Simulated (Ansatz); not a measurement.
# Hf6C5: the cost of one run

Computed with Ansatz 0.2.0 (DFT PBE, scalar-relativistic, plane waves, PAW, unless a step's input says otherwise).

## (1) The structure to begin with

Symmetry: P-3m1, No. 164, trigonal system. Conventional cell: a = 3.288 Å, b = 3.288 Å, c = 31.423 Å, α = 90.00°, β = 90.00°, γ = 120.00°. Hf (site symmetry 3m) has 3 C at 2.33 Å as nearest neighbours. C (site symmetry 3m) has 6 Hf at 2.32 to 2.33 Å as nearest neighbours. Around Hf (site symmetry 3m) lie 6 C at 2.32 to 2.33 Å. C (site symmetry -3m) is surrounded by 6 Hf at 2.33 Å.

As a file:

```
Hf C
1.0
     3.28805    0.00000    0.00000
    -1.64402    2.84753    0.00000
     0.00000    0.00000   31.42339
Hf C
6 5
Direct
  0.33333 0.66667 0.28641
  0.00000 0.00000 0.37185
  0.66667 0.33333 0.45728
  0.33333 0.66667 0.54272
  0.00000 0.00000 0.62815
  0.66667 0.33333 0.71359
  0.66667 0.33333 0.32913
  0.33333 0.66667 0.41456
  0.00000 0.00000 0.50000
  0.66667 0.33333 0.58544
  0.33333 0.66667 0.67087
```

Slab cut from the bulk at the bulk's listed lattice constants, lower half held.

## (2) Relaxing the atoms

input.yaml reads:

```yaml
crystal:
  lattice:
    - [3.28804653, 0.0, 0.0]
    - [-1.64402327, 2.84753183, 0.0]
    - [0.0, 0.0, 31.423393812]
  atoms:
    - { symbol: Hf, position: [0.33333333, 0.66666667, 0.2864108204] }
    - { symbol: C, position: [0.66666667, 0.33333333, 0.3291286603] }
    - { symbol: Hf, position: [0.0, 0.0, 0.3718464902] }
    - { symbol: C, position: [0.33333333, 0.66666667, 0.4145643301] }
    - { symbol: Hf, position: [0.66666667, 0.33333333, 0.4572821601] }
    - { symbol: C, position: [0.0, 0.0, 0.5] }
    - { symbol: Hf, position: [0.33333333, 0.66666667, 0.5427178399] }
    - { symbol: C, position: [0.66666667, 0.33333333, 0.5854356699] }
    - { symbol: Hf, position: [0.0, 0.0, 0.6281535098] }
    - { symbol: C, position: [0.33333333, 0.66666667, 0.6708713397] }
    - { symbol: Hf, position: [0.66666667, 0.33333333, 0.7135891796] }
basis:
  ecutwfc: 420
  fft_grid_basis: typed
kpoints:
  mp_grid: { grid: [9, 9, 1] }
hamiltonian:
  xc: pbe
scf:
  occupations: { method: gaussian, width: 0.1 }
output:
  forces: true
  eigenvalues: true
efield:
  axis: 3
  dipole_correction: true
  ramp_width: 0.04
relax:
  adjacent_minimum: "off"
  f_tol: 0.04
  max_steps: 40
  constraints: [{ sites: [0, 1, 2, 3, 4] }]
```

Command:

```
$ ansatz run input.yaml --threads 1 --pin off --max-ram 2211MiB --backend cpu --events-out ev --progress --plain --runs-dir out
```

What time and memory should one allow on 1 thread of Intel Xeon 6975P-C (Granite Rapids), shared host?

About 2.2 min, with a peak of 0.73 GiB.
